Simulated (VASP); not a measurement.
# CaO (P6_3/mmc) in VASP: equation of state

How stiff is CaO in PBE, and what volume does it want? The cell is scaled to several volumes.

Program: VASP 6.6.1. These are calculated values, not measurements. Logs are shortened: lines on timing, memory, paths and dates and some standing lists are left out, and cuts for length are marked.

### 1 The crystal as given

It takes space group P6_3/mmc (No. 194, hexagonal). Conventional cell: a = 3.992 Å, b = 3.992 Å, c = 4.785 Å, α = 90.00°, β = 90.00°, γ = 120.00°. Around Ca (site symmetry -6m2) lie 5 O at 2.30 to 2.39 Å. Around O (site symmetry -6m2) lie 5 Ca at 2.30 to 2.39 Å.

The cell comes from a database or a generator and needn't be the stable form of this composition.

### 2 Equation of state, PBE, 15.52 Å³/atom (volume scaled by 0.94)

The input, INCAR:

```
PREC = Accurate ; ENCUT = 520
EDIFF = 1E-7 ; ISMEAR = -1
SIGMA = 0.05 ; LREAL = F
LASPH = T ; NELM = 100
ALGO = Normal ; ISIF = 2
LWAVE = F ; LCHARG = F
GGA = PE ; NBANDS = 24
```

The input, KPOINTS:

```
Automatic mesh
0
Gamma
  8 8 6
```

The input, POSCAR:

```
CaO
1.0
    3.9104840640      0.0000000000      0.0000000000
   -1.9552420320      3.3865785405      0.0000000000
    0.0000000000      0.0000000000      4.6871628062
Ca O
2 2
Direct
    0.6666666667      0.3333333333      0.2500000000
    0.3333333333      0.6666666667      0.7500000000
    0.6666666667      0.3333333333      0.7500000000
    0.3333333333      0.6666666667      0.2500000000
```

Potentials or basis: VASP PAW PBE potentials, release 64 (Ca_sv, O).

Run with:

```sh
$ cat potpaw_PBE.64/Ca_sv/POTCAR potpaw_PBE.64/O/POTCAR > POTCAR
$ mpirun -np 1 vasp_std > vasp.out
```

OUTCAR:

```text
PREC = Accurate
   ENCUT = 520
   EDIFF = 1E-7
   ISMEAR = -1
   LREAL = F
   LASPH = T
   NELM = 100
   ISIF = 2
   GGA = PE

 Found     40 irreducible k-points:

 Following reciprocal coordinates:
            Coordinates               Weight
  0.000000  0.000000  0.000000      1.000000
  0.125000  0.000000  0.000000      6.000000
  0.250000  0.000000  0.000000      6.000000
  0.375000  0.000000  0.000000      6.000000
  0.500000  0.000000  0.000000      3.000000
  0.125000  0.125000  0.000000      6.000000
   k-points           NKPTS =     40   k-points in BZ     NKDIM =     40   number of bands    NBANDS=     24
   number of dos      NEDOS =    301   number of ions     NIONS =      4
   total plane-waves  NPLWV =  32400
   dimension x,y,z NGX =    30 NGY =   30 NGZ =   36
   dimension x,y,z NGXF=    60 NGYF=   60 NGZF=   72
   ions per type =               2   2
   NGX,Y,Z   is equivalent  to a cutoff of  12.75, 12.75, 12.77 a.u.
   NGXF,Y,Z  is equivalent  to a cutoff of  25.51, 25.51, 25.54 a.u.
 SYSTEM =  unknown system
   PREC   = accura    normal or accurate (medium, high low for compatibility)
   ISTART =      0    job   : 0-new  1-cont  2-samecut
   ICHARG =      2    charge: 1-file 2-atom 10-const
   ISPIN  =      1    spin polarized calculation?
   LNONCOLLINEAR =      F non collinear calculations
   LSORBIT =      F    spin-orbit coupling
   LASPH  =      T    aspherical Exc in radial PAW
   ENCUT  =  520.0 eV  38.22 Ry    6.18 a.u.   7.27  7.27  8.72*2*pi/ulx,y,z
   NELM   =    100;   NELMIN=  2; NELMDL= -5     # of ELM steps
   EDIFF  = 0.1E-06   stopping-criterion for ELM
   LREAL  =      F    real-space projection
   EDIFFG = 0.1E-05   stopping-criterion for IOM
   NSW    =      0    number of steps for IOM
   IBRION =     -1    ionic relax: 0-MD 1-quasi-New 2-CG
   NFREE  =      0    steps in history (QN), initial steepest desc. (CG)
   ISIF   =      2    stress and relaxation
   ISYM   =      2    0-nonsym 1-usesym 2-fastsym
   POTIM  = 0.5000    time-step for ionic-motion
   TEBEG  =    0.0;   TEEND  =   0.0 temperature during run
   PSTRESS=    0.0 pullay stress
   NELECT =      32.0000    total number of electrons
   NUPDOWN=      -1.0000    fix difference up-down
   EMIN   =  10.00;   EMAX   =-10.00  energy-range for DOS
   EFERMI =   0.00;   METHOD = LEGACY
   ISMEAR =    -1;   SIGMA  =   0.05  broadening in eV -4-tet -1-fermi 0-gaus
   EFERMI_NEDOS =   21; number of points for ismear=-14 and -15
   IALGO  =     38    algorithm
   IMIX   =      4    mixing-type and parameters
     AMIX     =   0.40;   BMIX     =  1.00
     AMIX_MAG =   1.60;   BMIX_MAG =  1.00
  volume/ion in A,a.u.               =      15.52       104.72
  Fermi-wavevector in a.u.,A,eV,Ry     =   1.312676  2.480598 23.444452  1.723119
  Thomas-Fermi vector in A             =   2.443052
   LORBIT       =      0    0 simple, 1 ext, 2 COOP (PROOUT), +10 PAW based schemes
   GGA     = PE    functional components
   LHFCALC =     F    Hartree Fock is set to
   AEXX    =    0.0000 exact exchange contribution
   IVDW    =     0    specifies the selected vdW correction
   LEPSILON=     F    determine dielectric tensor
   LRPA    =     F    only Hartree local field effects (RPA)
 non-spin polarized calculation
  energy-cutoff  :      520.00
  volume of cell :       62.07
 maximum number of plane-waves:      1691
 NGX is ok and might be reduce to    30
   NGX = 15   NGY = 15   NGZ = 17

 number of electron      31.9999992 magnetization

 Free energy of the ion-electron system (eV)
  ---------------------------------------------------
  ext. energy  EPLUGINS =         0.00000000
  ---------------------------------------------------
  free energy    TOTEN  =       -25.22869261 eV

  energy without entropy =      -25.22869261  energy(sigma->0) =      -25.22869261

 E-fermi :   2.6879     XC(G=0):  -9.6746

 val. band max:        1.6571807878   @ k =   0.0000   0.0000   0.0000
 cond. band min:       5.0352545428   @ k =   0.0000   0.0000   0.0000
 fundamental gap:      3.3780737550
 Fermi energy:         2.6878674458

 k-point     1 :       0.0000    0.0000    0.0000
  band No.  band energies     occupation
      1     -35.7457      2.00000
      2     -35.5749      2.00000
      3     -17.1678      2.00000
      4     -16.8628      2.00000
      5     -16.8628      2.00000
      6     -16.6234      2.00000
      7     -16.6234      2.00000
      8     -16.4656      2.00000
      9     -13.8861      2.00000
     10     -13.7150      2.00000
     11       0.3796      2.00000
     12       0.3796      2.00000
     13       0.3816      2.00000
     14       0.3816      2.00000
     15       0.6045      2.00000
     16       1.6572      2.00000
     17       5.0353      0.00000
     18       7.9356      0.00000
     19       7.9356      0.00000
     20       9.6445      0.00000
     21       9.7805      0.00000
     22      10.3914      0.00000
     23      10.3918      0.00000
     24      10.6137      0.00000

 k-point     2 :       0.1250    0.0000    0.0000
  band No.  band energies     occupation
      1     -35.7374      2.00000
      2     -35.5780      2.00000
      3     -17.1422      2.00000
      4     -16.9559      2.00000
      5     -16.8797      2.00000
      6     -16.7381      2.00000
      7     -16.6218      2.00000
      8     -16.4874      2.00000
      9     -13.7494      2.00000
     10     -13.6054      2.00000
     11       0.2145      2.00000
     12       0.3954      2.00000
     13       0.4037      2.00000
     14       0.5317      2.00000
     15       0.6152      2.00000
     16       1.5850      2.00000
     17       5.5122      0.00000
     18       7.7463      0.00000
     19       7.8894      0.00000
     20       9.7362      0.00000
     21      10.0090      0.00000
     22      10.0149      0.00000
     23      10.1442      0.00000
     24      10.4862      0.00000

 k-point     3 :       0.2500    0.0000    0.0000
  band No.  band energies     occupation
      1     -35.7151      2.00000
      2     -35.5877      2.00000
      3     -17.1605      2.00000
      4     -17.0717      2.00000
      5     -16.9765      2.00000
      6     -16.9181      2.00000
      7     -16.6204      2.00000
      8     -16.5487      2.00000
      9     -13.4567      2.00000
     10     -13.3657      2.00000
     11      -0.0165      2.00000
     12       0.4157      2.00000
     13       0.5541      2.00000
     14       0.6561      2.00000
     15       0.8191      2.00000
     16       1.4012      2.00000
     17       6.4576      0.00000
     18       7.3819      0.00000
     19       7.5833      0.00000
     20       9.3392      0.00000
     21       9.9378      0.00000
     22      10.0257      0.00000
     23      10.1550      0.00000
     24      10.4539      0.00000

 k-point     4 :       0.3750    0.0000    0.0000
  band No.  band energies     occupation
      1     -35.6871      2.00000
      2     -35.6032      2.00000
      3     -17.3444      2.00000
      4     -17.1770      2.00000
      5     -16.9773      2.00000
      6     -16.9537      2.00000
      7     -16.6337      2.00000
      8     -16.6215      2.00000
      9     -13.1981      2.00000
     10     -13.1548      2.00000
     11      -0.1235      2.00000
     12       0.4856      2.00000
     13       0.7255      2.00000
     14       0.7419      2.00000
     15       1.1139      2.00000
     16       1.1793      2.00000
     17       6.6482      0.00000
     18       7.0917      0.00000
     19       7.1814      0.00000
     20       9.5214      0.00000
     21       9.7904      0.00000
     22      10.0167      0.00000
     23      10.2706      0.00000
     24      10.5726      0.00000

 k-point     5 :       0.5000    0.0000    0.0000
  band No.  band energies     occupation
      1     -35.6709      2.00000
      2     -35.6142      2.00000
      3     -17.4160      2.00000
      4     -17.2520      2.00000
      5     -16.9678      2.00000
      6     -16.9194      2.00000
      7     -16.6878      2.00000
      8     -16.6225      2.00000
      9     -13.0935      2.00000
     10     -13.0793      2.00000
     11      -0.1391      2.00000
     12       0.5333      2.00000
     13       0.8005      2.00000
     14       0.8265      2.00000
     15       1.0400      2.00000
     16       1.2417      2.00000
     17       6.4366      0.00000
     18       6.9854      0.00000
     19       7.0163      0.00000
     20       9.5993      0.00000
     21       9.6290      0.00000
     22      10.0842      0.00000
     23      10.4629      0.00000
     24      10.6705      0.00000

 k-point     6 :       0.1250    0.1250    0.0000
  band No.  band energies     occupation
      1     -35.7220      2.00000
      2     -35.5845      2.00000
      3     -17.0939      2.00000
      4     -17.0918      2.00000
      5     -16.9519      2.00000
      6     -16.8744      2.00000
      7     -16.6249      2.00000
      8     -16.5291      2.00000
      9     -13.5375      2.00000
     10     -13.4320      2.00000
     11       0.0734      2.00000
     12       0.3135      2.00000
     13       0.5775      2.00000
     14       0.6411      2.00000
     15       0.7202      2.00000
     16       1.4586      2.00000
     17       6.2151      0.00000
     18       7.2511      0.00000
     19       7.9919      0.00000
     20       9.4600      0.00000
     21       9.7904      0.00000
     22       9.9314      0.00000
     23      10.2974      0.00000
     24      10.3731      0.00000

 [... further k-points ...]
[... 5 lines left out ...]
  --------------------------------------------------------------------------------------
  -------------------------------------------------------------------------------------
  Total        2.9357599      2.9357599      3.4075987      0.0000000      0.0000000      0.0000000
  in kB       75.7756025     75.7756025     87.9543470      0.0000000      0.0000000      0.0000000
  external PRESSURE =      79.8351840 kB  Pullay stress =       0.0000000 kB

 VOLUME and BASIS-vectors are now :
 -----------------------------------------------------------------------------
  energy-cutoff  :      520.00
  volume of cell :       62.07
      direct lattice vectors                 reciprocal lattice vectors
     3.910484064  0.000000000  0.000000000     0.255722817  0.147641637  0.000000000
    -1.955242032  3.386578540  0.000000000     0.000000000  0.295283274  0.000000000
     0.000000000  0.000000000  4.687162806     0.000000000  0.000000000  0.213348681

 POSITION                                       TOTAL-FORCE (eV/Angst)
 -----------------------------------------------------------------------------------
      1.95524      1.12886      1.17179        -0.000000      0.000000      0.000000
     -0.00000      2.25772      3.51537         0.000000      0.000000      0.000000
      1.95524      1.12886      3.51537        -0.000000      0.000000     -0.000000
     -0.00000      2.25772      1.17179         0.000000     -0.000000     -0.000000
 -----------------------------------------------------------------------------------
    total drift:                               -0.000000      0.000000     -0.000000

  FREE ENERGIE OF THE ION-ELECTRON SYSTEM (eV)
  ---------------------------------------------------
  free  energy   TOTEN  =       -25.2286926075 eV

  energy  without entropy=      -25.2286926075  energy(sigma->0) =      -25.22869261
```

It took 52 s on 1 thread of Intel Xeon Platinum 8488C (Sapphire Rapids), shared host; peak memory 0.2 GiB.

Results:

| Property | Result |
| --- | --- |
| Free energy | -25.2287 eV |
| Pressure | 8.0 GPa |
| Band gap on the k mesh | 3.38 eV, direct |

### 3 Equation of state, PBE, 15.85 Å³/atom (volume scaled by 0.96)

The input, INCAR:

```
SYSTEM = CaO
PREC = Accurate
ENCUT = 520
EDIFF = 1E-7
ISMEAR = -1
SIGMA = 0.05
LREAL = .False.
LASPH = .True.
NELM = 60
ALGO = Normal
ISIF = 2
LWAVE = .False.
LCHARG = .False.
GGA = PE
NBANDS = 24
```

The input, KPOINTS:

```
Automatic mesh
0
Gamma
  8 8 6
  0 0 0
```

The input, POSCAR:

```
CaO
1.0
    3.9380235915      0.0000000000      0.0000000000
   -1.9690117957      3.4104284710      0.0000000000
    0.0000000000      0.0000000000      4.7201720826
Ca O
2 2
Direct
    0.6666666667      0.3333333333      0.2500000000
    0.3333333333      0.6666666667      0.7500000000
    0.6666666667      0.3333333333      0.7500000000
    0.3333333333      0.6666666667      0.2500000000
```

Potentials or basis: VASP PAW PBE potentials, release 64 (Ca_sv, O).

Run with:

```sh
$ cat potpaw_PBE.64/Ca_sv/POTCAR potpaw_PBE.64/O/POTCAR > POTCAR
$ mpirun -np 1 vasp_std > vasp.out
```

It took 61 s on 1 thread of Intel Xeon Platinum 8488C (Sapphire Rapids), shared host; peak memory 0.2 GiB.

The run converged. Its results:

```
Free energy            : -25.2858 eV
Pressure               : 5.6 GPa
Band gap on the k mesh : 3.30 eV, direct
```

[end of part 1 of 2]
